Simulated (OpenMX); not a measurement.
# HfB2: equation of state with PBE

The system is HfB2.

```
CELL_PARAMETERS angstrom
3.14000 0.00000 0.00000
-1.57000 2.71932 0.00000
0.00000 0.00000 3.48000
ATOMIC_POSITIONS crystal
Hf 0.00000 0.00000 0.00000
B 0.66667 0.33333 0.50000
B 0.33333 0.66667 0.50000
```

```yaml
Program: OpenMX 3.8.5
Task: equation of state
Functional: PBE
Potentials_or_basis: OpenMX 2013 PBE set, Hf7.0-s3p2d2, B7.0-s2p2, fixed grid of 32 × 32 × 42 points
k_mesh: 11 × 11 × 9
Occupations: fermi-dirac, width 0.05 eV
Spin: no spin polarisation
```

```json
{"Equilibrium volume": "10.00 Å³/atom", "Bulk modulus at fixed shape and positions": "246 GPa", "Pressure derivative of the bulk modulus": "3.9"}
```

Energy against volume, from the lowest point:
```csv
volume (Å³/atom),energy (meV/atom)
9.311,40.42
9.509,19.53
9.707,6.28
9.905,0.00
10.103,0.03
10.301,5.77
10.499,16.73
```

Caveat: volumes in these bases differ from converged ones by about 1 %, for some elements by several; the cell was scaled at fixed shape and fractional positions, which overstates the stiffness of a crystal with free parameters, most of all of layers and chains; the basis of atomic orbitals isn't converged, which shifts pressures, moduli and gaps. The run has no spin-orbit coupling, so splittings on Hf are missing.
